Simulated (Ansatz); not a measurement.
## Computed properties of Mg2Sn

```yaml
crystal:
  lattice:
    - [0.00000, 3.37950, 3.37950]
    - [3.37950, 0.00000, 3.37950]
    - [3.37950, 3.37950, 0.00000]
  atoms:
    - { symbol: Mg, position: [0.25000, 0.25000, 0.25000] }
    - { symbol: Mg, position: [0.75000, 0.75000, 0.75000] }
    - { symbol: Sn, position: [0.00000, 0.00000, 0.00000] }
```

Atom numbers follow the list: Mg1, Mg2, Sn3.

The cell is COD entry 1537878, as deposited and not checked against the literature; nothing was relaxed.

Spin–orbit coupling is left out, though it moves levels of the heavy atoms by tenths of an eV or more.

Methods: DFT, LDA, all-electron LAPW, scalar-relativistic (Ansatz 0.2.0); DFT, LDA, PAW with Ansatz's default frozen-core files, scalar-relativistic (Ansatz 0.2.0).

For LAPW: a Γ-centred 11×11×11 k mesh, Fermi–Dirac smearing of 0.08 eV, basis error target 0.5 meV/atom, no spin polarisation. PAW takes a cutoff of 420 eV at this cell (files made with PBE, cores remade for this functional). The Ansatz runs share mesh, smearing and spin set-up. Values come from LAPW unless marked.

* Band gap: none at this level of theory (metallic, semimetallic, or a small gap that the functional closes)
* Bader charges (from the PAW run): Mg1 +1.35, Sn3 -2.70 e
* Löwdin charges (with 0.31 e of the cell spilling out of the atomic basis, so their sizes and signs hang on that basis): Mg1 1.29, Sn3 -2.26 e
* Volume per atom: 25.73 Å³

Problem. Give the computed value. Pressure at this cell.

Solution. -1.79 GPa.

Problem. Predict this quantity. Density of states at the Fermi level (0.2 eV bin).

Solution. 0.12 states/eV per cell.
